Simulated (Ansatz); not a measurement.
Input and command of a calculation in Ansatz (plane waves; scalar-relativistic PAW potentials unless the input names others):

```yaml
crystal:
  lattice:
    - [2.8154890579, 0.0, 0.0]
    - [-0.0129553469, 2.8201795887, 0.0]
    - [-1.1378916452, -1.1854109603, 4.9240140333]
  atoms:
    - { symbol: Au, position: [0.327138, 0.334038, 0.725945] }
    - { symbol: Au, position: [0.672862, 0.665962, 0.274055] }
basis:
  ecutwfc: "58.8 Ry"
kpoints:
  mp_grid: { grid: [16, 16, 8] }
hamiltonian:
  xc: pbe
scf:
  occupations: { method: gaussian, width: 0.1 }
output:
  forces: true
  eigenvalues: true
  stress: true
```

```bash
ansatz run input.yaml --threads 1 --pin off --max-ram 2560MiB --backend cpu --events-out ev --progress --plain --runs-dir out
```

Abridged log:
```
Basis set: ecut = 800.01475563 eV, 2029 PW (Γ), exchange–correlation on 54×54×96 points (8 copies of the dense FFT grid, shifted against one another)
Bands: 23, of which v1, the nominal top of the filled ones, is band 19 counted from 1 (18 counted from 0)
Symmetry: 2 space group operations
k-points: 1028 of 2048
SCF iter   1: F=—  HF=-26298.429063 eV  |F-HF|=—  |Δ(HF+E_count)|=         —  Δρ=2.40e-3  dr2=8.92e-4  ethr=1.77e-3  ⟨swp⟩=4.9  Hψ=89837  notcnv=0
SCF iter   2: F=—  HF=-26298.430776 eV  |F-HF|=—  |Δ(HF+E_count)|=   1.71e-3  Δρ=1.44e-3  dr2=3.30e-4  ethr=2.35e-6  ⟨swp⟩=2.9  Hψ=56933  notcnv=0
SCF iter   3: F=—  HF=-26298.431060 eV  |F-HF|=—  |Δ(HF+E_count)|=   2.83e-4  Δρ=1.81e-4  dr2=8.70e-6  ethr=8.68e-7  ⟨swp⟩=2.0  Hψ=34645  notcnv=0
SCF iter   4: F=—  HF=-26298.431018 eV  |F-HF|=—  |Δ(HF+E_count)|=   4.18e-5  Δρ=4.78e-5  dr2=1.02e-6  ethr=2.29e-8  ⟨swp⟩=2.2  Hψ=33095  notcnv=0
SCF iter   5: F=—  HF=-26298.431018 eV  |F-HF|=—  |Δ(HF+E_count)|=   4.75e-7  Δρ=1.63e-5  dr2=1.32e-7  ethr=2.69e-9  ⟨swp⟩=2.1  Hψ=31903  notcnv=0
SCF iter   6: F=-26298.431018 eV  HF=-26298.431018 eV  |F-HF|=1.20e-10  |Δ(HF+E_count)|=   5.39e-8  Δρ=5.57e-6  dr2=1.27e-8  ethr=2.63e-10  ⟨swp⟩=4.6  Hψ=80902  notcnv=0
SCF 1 converged in 6 iterations: F = -26298.431018 eV  dr2 = 1.27e-8
SCF converged after 6 iterations
Free energy (F): -26298.431018 eV
Harris-Foulkes:  -26298.431018 eV  (|F-HF|=1.20e-10)
Internal energy: -26298.428166 eV  (E = F + TS)
E sigma→0 (E₀):  -26298.429592 eV
Entropy (-TS):   -0.002853 eV (-1.426 meV/atom)
Fermi energy:    16.987334 eV
--- Forces (eV/Å), atoms counted from 1 ---
  atom   1  Au    -0.03832101    -0.03476024    -0.04203791
  atom   2  Au     0.03832101     0.03476024     0.04203791
--- Stress (GPa, compression-positive) ---
       -1.251374       0.215927       0.824288
        0.215927      -1.543736       0.620134
        0.824288       0.620134       0.294995
  P = ⅓ Tr σ = -0.8334 GPa (-8.334 kbar)
```

Apart from outputs and empty bands, the input differs from a reference run on usual settings in basis.ecutwfc: 420 → "58.8 Ry". The reference, at the same geometry (not necessarily relaxed), gave pressure -0.83 GPa, largest force 0.067 eV/Å, no gap on the mesh. This run converged in 6 SCF iterations (reference: 6) with an energy at zero smearing 1.51 meV/atom below the reference's, pressure -0.83 GPa, largest force 0.067 eV/Å, no gap on the mesh.

The run took 40 s on 1 thread of Intel(R) Xeon(R) 6975P-C (Granite Rapids), with other jobs on the host, peak memory 1.7 GiB.